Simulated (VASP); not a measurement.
# TiAl3 (I4/mmm) in VASP: settings compared, part 2 of 2

VASP 6.6.1. The steps go on from the part before.

## Step 5: Equation of state, PBEsol, 15.95 Å³/atom (volume scaled by 1.02)

The input, INCAR:

```
PREC     = Accurate       # precision mode
ENCUT    = 520            # plane-wave cutoff, eV
EDIFF    = 1E-7           # SCF threshold, eV
ISMEAR   = -1             # smearing method
SIGMA    = 0.05           # smearing width, eV
LREAL    = F              # projectors in reciprocal space
LASPH    = T              # aspherical terms in the spheres
NELM     = 100            # most SCF steps
ALGO     = Normal         # electronic algorithm
ISIF     = 2              # what is computed and relaxed
LWAVE    = F              # write WAVECAR
LCHARG   = F              # write CHGCAR
GGA      = PS             # functional
NBANDS   = 18             # bands
```

The input, KPOINTS:

```
regular mesh
0
Gamma
  10 10 10
```

The input, POSCAR:

```
TiAl3
1.0
   -1.9237634764      1.9237634764      4.3090184209
    1.9237634764     -1.9237634764      4.3090184209
    1.9237634764      1.9237634764     -4.3090184209
Ti Al
1 3
Direct
    0.0000000000      0.0000000000      0.0000000000
    0.2500000000      0.7500000000      0.5000000000
    0.7500000000      0.2500000000      0.5000000000
    0.5000000000      0.5000000000      0.0000000000
```

Started as:

```bash
$ cat potpaw_PBE.64/Ti_sv/POTCAR potpaw_PBE.64/Al/POTCAR > POTCAR
$ mpirun -np 1 vasp_std > vasp.out
```

Wall time 95 s (1 thread of Intel Xeon 6975P-C (Granite Rapids), shared host); peak memory 0.3 GiB.

It converged, with:

| Item | Value |
| --- | --- |
| Free energy | -22.2245 eV |
| Pressure | -2.5 GPa |
| Band gap on the k mesh | none (metal or under the smearing width) |

Caveat: the PAW data sets were made with another functional, which shifts forces and pressure a little.

## Step 6: Equation of state, PBEsol, 16.26 Å³/atom (volume scaled by 1.04)

INCAR is that of step 5.

KPOINTS is that of step 5.

The input, POSCAR:

```
TiAl3
1.0
   -1.9362557970      1.9362557970      4.3369998440
    1.9362557970     -1.9362557970      4.3369998440
    1.9362557970      1.9362557970     -4.3369998440
Ti Al
1 3
Direct
    0.0000000000      0.0000000000      0.0000000000
    0.2500000000      0.7500000000      0.5000000000
    0.7500000000      0.2500000000      0.5000000000
    0.5000000000      0.5000000000      0.0000000000
```

Potentials or basis: VASP PAW PBE potentials, release 64 (Ti_sv, Al).

Started as:

```bash
$ cat potpaw_PBE.64/Ti_sv/POTCAR potpaw_PBE.64/Al/POTCAR > POTCAR
$ mpirun -np 1 vasp_std > vasp.out
```

Run time: 91 s. Hardware: 1 thread of Intel Xeon 6975P-C (Granite Rapids), shared host; peak memory 0.3 GiB.

It converged, with:

| Quantity | Value |
| --- | --- |
| Free energy | -22.1979 eV |
| Pressure | -4.4 GPa |
| Band gap on the k mesh | none (metal or under the smearing width) |

Caveat: the PAW data sets were made with another functional, which shifts forces and pressure a little.

## Step 7: Equation of state, PBEsol, 16.57 Å³/atom (volume scaled by 1.06)

INCAR is that of step 6.

KPOINTS is that of step 6.

The input, POSCAR:

```
TiAl3
1.0
   -1.9485889690      1.9485889690      4.3646247916
    1.9485889690     -1.9485889690      4.3646247916
    1.9485889690      1.9485889690     -4.3646247916
Ti Al
1 3
Direct
    0.0000000000      0.0000000000      0.0000000000
    0.2500000000      0.7500000000      0.5000000000
    0.7500000000      0.2500000000      0.5000000000
    0.5000000000      0.5000000000      0.0000000000
```

Started as:

```bash
$ cat potpaw_PBE.64/Ti_sv/POTCAR potpaw_PBE.64/Al/POTCAR > POTCAR
$ mpirun -np 1 vasp_std > vasp.out
```

It took 88 s on 1 thread of Intel Xeon 6975P-C (Granite Rapids), shared host; peak memory 0.3 GiB.

The run converged. Its results:

| Item | Value |
| --- | --- |
| Free energy | -22.1572 eV |
| Pressure | -6.1 GPa |
| Band gap on the k mesh | none (metal or under the smearing width) |

Caveat: the PAW data sets were made with another functional, which shifts forces and pressure a little.

## Step 8: Equation of state, PBEsol

Potentials or basis: VASP PAW PBE potentials, release 64 (Ti_sv, Al).

This step only gathers the single runs of the series.

What came out:

```yaml
Equilibrium_volume: 15.58 Å³/atom
Bulk_modulus_at_fixed_shape_and_positions: 111 GPa
Pressure_derivative_of_the_bulk_modulus: 4.0
```

Energy against volume, from the lowest point:
```
volume (Å³/atom)  energy (meV/atom)
          14.696              19.30
          15.009               7.78
          15.322               1.51
          15.634               0.00
          15.947               2.78
          16.260               9.44
          16.572              19.61
```

Caveat: the cell was scaled at fixed shape and fractional positions, which overstates the stiffness of a crystal with free parameters, most of all of layers and chains; the PAW data sets were made with another functional, which shifts forces and pressure a little.

## Step 9: Equation of state, PBE, 14.70 Å³/atom (volume scaled by 0.94)

The input, INCAR:

```
PREC = Accurate
ENCUT = 520
EDIFF = 1E-7
ISMEAR = -1
SIGMA = 0.05
LREAL = F
LASPH = T
NELM = 60
ALGO = Normal
ISIF = 2
LWAVE = F
LCHARG = F
GGA = PE
NBANDS = 18
```

The input, KPOINTS:

```
Automatic mesh
0
Gamma
  10 10 10
```

The input, POSCAR:

```
TiAl3
1.0
   -1.8720936454      1.8720936454      4.1932836873
    1.8720936454     -1.8720936454      4.1932836873
    1.8720936454      1.8720936454     -4.1932836873
Ti Al
1 3
Direct
    0.0000000000      0.0000000000      0.0000000000
    0.2500000000      0.7500000000      0.5000000000
    0.7500000000      0.2500000000      0.5000000000
    0.5000000000      0.5000000000      0.0000000000
```

Potentials or basis: VASP PAW PBE potentials, release 64 (Ti_sv, Al).

Started as:

```bash
$ cat potpaw_PBE.64/Ti_sv/POTCAR potpaw_PBE.64/Al/POTCAR > POTCAR
$ mpirun -np 1 vasp_std > vasp.out
```

Run time: 1.9 min. Hardware: 1 thread of Intel Xeon Platinum 8488C (Sapphire Rapids), shared host; peak memory 0.29 GiB.

Results (log left out):

```
Free energy            : -20.5231 eV
Pressure               : 10.1 GPa
Band gap on the k mesh : none (metal or under the smearing width)
```

## Step 10: Equation of state, PBE, 15.01 Å³/atom (volume scaled by 0.96)

The input, INCAR:

```
SYSTEM = TiAl3
PREC     = Accurate       ! precision mode
ENCUT    = 520            ! plane-wave cutoff, eV
EDIFF    = 1E-7           ! SCF threshold, eV
ISMEAR   = -1             ! smearing method
SIGMA    = 0.05           ! smearing width, eV
LREAL    = .False.        ! projectors in reciprocal space
LASPH    = .True.         ! aspherical terms in the spheres
NELM     = 80             ! most SCF steps
ALGO     = Normal         ! electronic algorithm
ISIF     = 2              ! what is computed and relaxed
LWAVE    = .False.        ! write WAVECAR
LCHARG   = .False.        ! write CHGCAR
GGA      = PE             ! functional
NBANDS   = 18             ! bands
```

The input, KPOINTS:

```
regular mesh
0
Gamma
  10 10 10
  0 0 0
```

The input, POSCAR:

```
TiAl3
1.0
   -1.8852778379      1.8852778379      4.2228148271
    1.8852778379     -1.8852778379      4.2228148271
    1.8852778379      1.8852778379     -4.2228148271
Ti Al
1 3
Direct
    0.0000000000      0.0000000000      0.0000000000
    0.2500000000      0.7500000000      0.5000000000
    0.7500000000      0.2500000000      0.5000000000
    0.5000000000      0.5000000000      0.0000000000
```

Started as:

```bash
$ cat potpaw_PBE.64/Ti_sv/POTCAR potpaw_PBE.64/Al/POTCAR > POTCAR
$ mpirun -np 1 vasp_std > vasp.out
```

It took 2.5 min on 1 thread of Intel Xeon Platinum 8488C (Sapphire Rapids), shared host; peak memory 0.3 GiB.

The run converged. Its results:

- Free energy: -20.5902 eV
- Pressure: 7.1 GPa
- Band gap on the k mesh: none (metal or under the smearing width)

## Step 11: Equation of state, PBE, 15.32 Å³/atom (volume scaled by 0.98)

The input, INCAR:

```
SYSTEM = TiAl3
PREC = Accurate ; ENCUT = 520
EDIFF = 1E-7 ; ISMEAR = -1
SIGMA = 0.05 ; LREAL = .False.
LASPH = .True. ; NELM = 60
ALGO = Normal ; ISIF = 2
LWAVE = .False. ; LCHARG = .False.
GGA = PE ; NBANDS = 18
```

The input, KPOINTS:

```
Automatic mesh
0
Gamma
  10 10 10
  0 0 0
```

The input, POSCAR:

```
TiAl3
1.0
   -1.8982801649      1.8982801649      4.2519386083
    1.8982801649     -1.8982801649      4.2519386083
    1.8982801649      1.8982801649     -4.2519386083
Ti Al
1 3
Direct
    0.0000000000      0.0000000000      0.0000000000
    0.2500000000      0.7500000000      0.5000000000
    0.7500000000      0.2500000000      0.5000000000
    0.5000000000      0.5000000000      0.0000000000
```

Started as:

```bash
$ cat potpaw_PBE.64/Ti_sv/POTCAR potpaw_PBE.64/Al/POTCAR > POTCAR
$ mpirun -np 1 vasp_std > vasp.out
```

Run time: 2.5 min. Hardware: 1 thread of Intel Xeon Platinum 8488C (Sapphire Rapids), shared host; peak memory 0.3 GiB.

The run converged. Its results:

```
Free energy            : -20.6356 eV
Pressure               : 4.5 GPa
Band gap on the k mesh : none (metal or under the smearing width)
```

## Step 12: Equation of state, PBE, 15.95 Å³/atom (volume scaled by 1.02)

The input, INCAR:

```
PREC = Accurate
ENCUT = 520
EDIFF = 1E-7
ISMEAR = -1
SIGMA = 0.05
LREAL = False
LASPH = True
NELM = 60
ALGO = Normal
ISIF = 2
LWAVE = False
LCHARG = False
GGA = PE
NBANDS = 18
```

The input, KPOINTS:

```
regular mesh
0
Gamma
  10 10 10
```

The input, POSCAR:

```
TiAl3
1.0
   -1.9237634764      1.9237634764      4.3090184209
    1.9237634764     -1.9237634764      4.3090184209
    1.9237634764      1.9237634764     -4.3090184209
Ti Al
1 3
Direct
    0.0000000000      0.0000000000      0.0000000000
    0.2500000000      0.7500000000      0.5000000000
    0.7500000000      0.2500000000      0.5000000000
    0.5000000000      0.5000000000      0.0000000000
```

Potentials or basis: VASP PAW PBE potentials, release 64 (Ti_sv, Al).

Started as:

```bash
$ cat potpaw_PBE.64/Ti_sv/POTCAR potpaw_PBE.64/Al/POTCAR > POTCAR
$ mpirun -np 1 vasp_std > vasp.out
```

Wall time 2.5 min (1 thread of Intel Xeon Platinum 8488C (Sapphire Rapids), shared host); peak memory 0.3 GiB.

Results (log left out):

* Free energy: -20.6689 eV
* Pressure: -0.1 GPa
* Band gap on the k mesh: none (metal or under the smearing width)

## Step 13: Equation of state, PBE, 16.26 Å³/atom (volume scaled by 1.04)

The input, INCAR:

```
SYSTEM = TiAl3
PREC = Accurate ; ENCUT = 520
EDIFF = 1E-7 ; ISMEAR = -1
SIGMA = 0.05 ; LREAL = .False.
LASPH = .True. ; NELM = 80
ALGO = Normal ; ISIF = 2
LWAVE = .False. ; LCHARG = .False.
GGA = PE ; NBANDS = 18
```

The input, KPOINTS:

```
regular mesh
0
Gamma
  10 10 10
  0 0 0
```

The input, POSCAR:

```
TiAl3
1.0
   -1.9362557970      1.9362557970      4.3369998440
    1.9362557970     -1.9362557970      4.3369998440
    1.9362557970      1.9362557970     -4.3369998440
Ti Al
1 3
Direct
    0.0000000000      0.0000000000      0.0000000000
    0.2500000000      0.7500000000      0.5000000000
    0.7500000000      0.2500000000      0.5000000000
    0.5000000000      0.5000000000      0.0000000000
```

Started as:

```bash
$ cat potpaw_PBE.64/Ti_sv/POTCAR potpaw_PBE.64/Al/POTCAR > POTCAR
$ mpirun -np 1 vasp_std > vasp.out
```

It took 2.8 min on 1 thread of Intel Xeon Platinum 8488C (Sapphire Rapids), shared host; peak memory 0.3 GiB.

The run converged. Its results:

| Property | Result |
| --- | --- |
| Free energy | -20.6606 eV |
| Pressure | -2.1 GPa |
| Band gap on the k mesh | none (metal or under the smearing width) |

## Step 14: Equation of state, PBE, 16.57 Å³/atom (volume scaled by 1.06)

The input, INCAR:

```
SYSTEM = TiAl3
  ALGO = Normal
  EDIFF = 1E-7
  ENCUT = 520
  GGA = PE
  ISIF = 2
  ISMEAR = -1
  LASPH = .TRUE.
  LCHARG = .FALSE.
  LREAL = .FALSE.
  LWAVE = .FALSE.
  NBANDS = 18
  NELM = 80
  PREC = Accurate
  SIGMA = 0.05
```

The input, KPOINTS:

```
k-points
0
G
  10 10 10
  0 0 0
```

The input, POSCAR:

```
TiAl3
1.0
   -1.9485889690      1.9485889690      4.3646247916
    1.9485889690     -1.9485889690      4.3646247916
    1.9485889690      1.9485889690     -4.3646247916
Ti Al
1 3
Direct
    0.0000000000      0.0000000000      0.0000000000
    0.2500000000      0.7500000000      0.5000000000
    0.7500000000      0.2500000000      0.5000000000
    0.5000000000      0.5000000000      0.0000000000
```

Started as:

```bash
$ cat potpaw_PBE.64/Ti_sv/POTCAR potpaw_PBE.64/Al/POTCAR > POTCAR
$ mpirun -np 1 vasp_std > vasp.out
```

Run time: 2.8 min. Hardware: 1 thread of Intel Xeon Platinum 8488C (Sapphire Rapids), shared host; peak memory 0.3 GiB.

It converged, with:

| Quantity | Value |
| --- | --- |
| Free energy | -20.6376 eV |
| Pressure | -3.8 GPa |
| Band gap on the k mesh | none (metal or under the smearing width) |

## Step 15: Equation of state, PBE

Potentials or basis: VASP PAW PBE potentials, release 64 (Ti_sv, Al).

This step only gathers the single runs of the series.

Results:

| Property | Result |
| --- | --- |
| Equilibrium volume | 15.94 Å³/atom |
| Bulk modulus at fixed shape and positions | 106 GPa |
| Pressure derivative of the bulk modulus | 4.1 |

Energy against volume, from the lowest point:
| volume (Å³/atom) | energy (meV/atom) |
| --- | --- |
| 14.696 | 36.47 |
| 15.009 | 19.68 |
| 15.322 | 8.35 |
| 15.634 | 1.94 |
| 15.947 | 0.00 |
| 16.260 | 2.10 |
| 16.572 | 7.85 |

Caveat: the cell was scaled at fixed shape and fractional positions, which overstates the stiffness of a crystal with free parameters, most of all of layers and chains.
